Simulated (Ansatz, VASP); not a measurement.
## SnTe in VASP and in Ansatz

Contents of INCAR:

```
SYSTEM = SnTe
ALGO     = Normal         ! electronic algorithm
EDIFF    = 1E-8           ! SCF threshold, eV
ENCUT    = 520            ! plane-wave cutoff, eV
GGA      = PE             ! functional
ISIF     = 2              ! what is computed and relaxed
ISMEAR   = -1             ! smearing method
LASPH    = .TRUE.         ! aspherical terms in the spheres
LCHARG   = .FALSE.        ! write CHGCAR
LEFG     = .TRUE.       
LREAL    = .FALSE.        ! projectors in reciprocal space
LWAVE    = .FALSE.        ! write WAVECAR
NBANDS   = 17             ! bands
NELM     = 60             ! most SCF steps
PREC     = Accurate       ! precision mode
SIGMA    = 0.08           ! smearing width, eV
```

The input KPOINTS:

```
k-points
0
G
  11 11 11
  0 0 0
```

File POSCAR:

```
SnTe
1.0
    0.0000000000      3.1774045827      3.1774045827
    3.1774045827      0.0000000000      3.1774045827
    3.1774045827      3.1774045827      0.0000000000
Sn Te
1 1
Direct
    0.0000000000      0.0000000000      0.0000000000
    0.5000000000      0.5000000000      0.5000000000
```

Input for Ansatz:

```yaml
crystal:
  lattice:
    - [0.0, 3.1774045827, 3.1774045827]
    - [3.1774045827, 0.0, 3.1774045827]
    - [3.1774045827, 3.1774045827, 0.0]
  atoms:
    - { symbol: Sn, position: [0.0, 0.0, 0.0] }
    - { symbol: Te, position: [0.5, 0.5, 0.5] }
kpoints:
  mp_grid: { grid: [11, 11, 11] }
scf:
  occupations: { method: fermi_dirac, width: 0.08 }
hamiltonian:
  xc: pbe
  pseudopotentials: { kind: all_electron, datasets: crystal }
output:
  forces: true
  stress: true
  eigenvalues: true
  efg: { contact_densities: true }
```

Change from the starting cell: volume scaled by 1.02, crystal datasets.

Alike in both runs: task electric field gradients; functional PBE; k mesh 11 × 11 × 11; occupations fermi-dirac, width 0.08 eV; no spin polarisation.

```csv
,VASP,Ansatz
version,VASP 6.6.1,Ansatz 0.2.0
potentials or method,"VASP PAW PBE potentials, release 64 (Sn_d, Te)","all-electron PAW with datasets made for the crystal, scalar-relativistic"
plane-wave cutoff (eV),520,see its input
```

```tsv
	VASP	Ansatz	Ansatz less VASP
pressure (GPa)	1.1	1.1	+0.02
Vzz of the field gradient on the site that differs most (V/Å²)	0.0	0.0	0.00
```

Ansatz ran all-electron here, so the differences hold the error of VASP's frozen core and of both bases. Ansatz warned: «gradients_without_spin_orbit».

Spin-orbit coupling is left out, which matters for the levels of Te.
